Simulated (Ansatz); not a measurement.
Runs of Ansatz 0.2.0 on MoS2. The structure is trigonal, space group P-3m1 (No. 164). The conventional cell has a = 3.227 Å, b = 3.227 Å, c = 6.312 Å, α = 90.00°, β = 90.00°, γ = 120.00°. Mo (site symmetry -3m) is surrounded by 6 S at 2.42 Å. Around S (site symmetry 3m) lie 3 Mo at 2.42 Å. Measurements of this composition are mostly on another form, of space group No. 194.

```tsv
task	level	U	cell	k mesh	smearing	points for each segment of the path	hubbard projectors	double counting	gap on the mesh (eV)	pressure (GPa)	largest force (eV/Å)
relaxation of cell and atoms	BLYP+D4	-	relaxed	9 × 9 × 4	fermi-dirac 0.05 eV	-	-	-	-	0.0	-
phonons	PBEsol	-	as given	8 × 8 × 4	fermi-dirac 0.05 eV	-	-	-	none	-	-
band structure	PBEsol+U	Mo d U = 3 eV	as given	9 × 9 × 4	fermi-dirac 0.05 eV	14	ortho-atomic (the default)	fll (the default)	none	-3.5	(a)
single point	PBEsol	-	as given	9 × 9 × 4	gaussian 0.05 eV	-	-	-	none	-3.5	0.03
phonons	LDA	-	as given	7 × 7 × 3	fermi-dirac 0.05 eV	-	-	-	none	-	-
```

Alike in all rows: potentials or basis Ansatz PAW; no spin polarisation; cutoff (eV) 420.

**Question.** Estimate the missing entries.

**Answer.** (a) 0.01.

Caveats: the PAW data sets come from PBE, with cores solved anew for the run's functional, which leaves a small shift of forces and pressure; this functional lacks dispersion, which binds the layers, so the pressure and a relaxed spacing across them are unreliable (some runs); the potentials were made for another functional, which shifts forces and pressure (some runs); the plane-wave basis is chosen anew once the cell has moved, so the energies of steps on either side of that aren't comparable (some runs); U without spin polarisation on a metal has little footing (some runs).

A k mesh can miss the band edges, and the runs leave out spin-orbit coupling on Mo.

A gap of «none» marks a metal or a gap under the smearing width.

Not every run made on this cell is shown here.
